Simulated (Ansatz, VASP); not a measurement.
**Two plane-wave programs on CaS (Oldhamite)**

INCAR

```
  PREC = Accurate
  ENCUT = 600
  EDIFF = 1E-6
  ISMEAR = 0
  SIGMA = 0.02
  LREAL = F
  LASPH = T
  NELM = 60
  ALGO = Fast
  ISIF = 3
  LWAVE = F
  LCHARG = F
  GGA = PE
  IBRION = 2
  NSW = 100
  EDIFFG = -0.005
```

KPOINTS

```
regular mesh
0
Gamma
  8 8 8
```

POSCAR

```
CaS
1.0
    0.0000000000      2.8430000000      2.8430000000
    2.8430000000      0.0000000000      2.8430000000
    2.8430000000      2.8430000000      0.0000000000
Ca S
1 1
Direct
    0.0000000000      0.0000000000      0.0000000000
    0.5000000000      0.5000000000      0.5000000000
```

Input for Ansatz:

```yaml
crystal:
  lattice:
    - [0.0, 2.843, 2.843]
    - [2.843, 0.0, 2.843]
    - [2.843, 2.843, 0.0]
  atoms:
    - { symbol: Ca, position: [0.0, 0.0, 0.0] }
    - { symbol: S, position: [0.5, 0.5, 0.5] }
basis:
  ecutwfc: 420
kpoints:
  mp_grid: { grid: [8, 8, 8] }
hamiltonian:
  xc: pbe
scf:
  occupations: { method: gaussian, width: 0.02 }
output:
  forces: true
  stress: true
  eigenvalues: true
  write_density: true
  write_potential: true
  elf: true
  volumetric_format: npy
relax:
  adjacent_minimum: "off"
  f_tol: 0.005
  max_steps: 80
  cell: { stress_tol: 0.05 }
```

Alike in both runs: task relaxation of cell and atoms; functional PBE; k mesh 8 × 8 × 8; occupations gaussian, width 0.02 eV; no spin polarisation.

|  | VASP | Ansatz |
| --- | --- | --- |
| version | VASP 6.6.1 | Ansatz 0.2.0 |
| potentials or method | VASP PAW PBE potentials, release 64 (Ca_sv, S) | scalar-relativistic, plane waves, PAW |
| plane-wave cutoff (eV) | 600 | 420 |
| valence electrons in the cell | 16 | 16 |

|  | VASP | Ansatz | Ansatz less VASP |
| --- | --- | --- | --- |
| gap on the k mesh at the Fermi level, each at its own relaxed structure (eV) | 2.38 | 2.38 | -0.002 |
| relaxed volume (Å³/atom) | 23.37 | 23.30 | -0.072 |
| relaxed cell length with the largest relative difference (Å) | 4.043 | 4.039 | -0.0042 |
| energy change over the relaxation (meV/atom) | -1 | -1 | +0.4 |

A k mesh can miss the band edges. Expect the measured gap to be larger: semilocal functionals such as PBE lack the derivative discontinuity. PBE usually gives volumes a little too large and moduli too small.
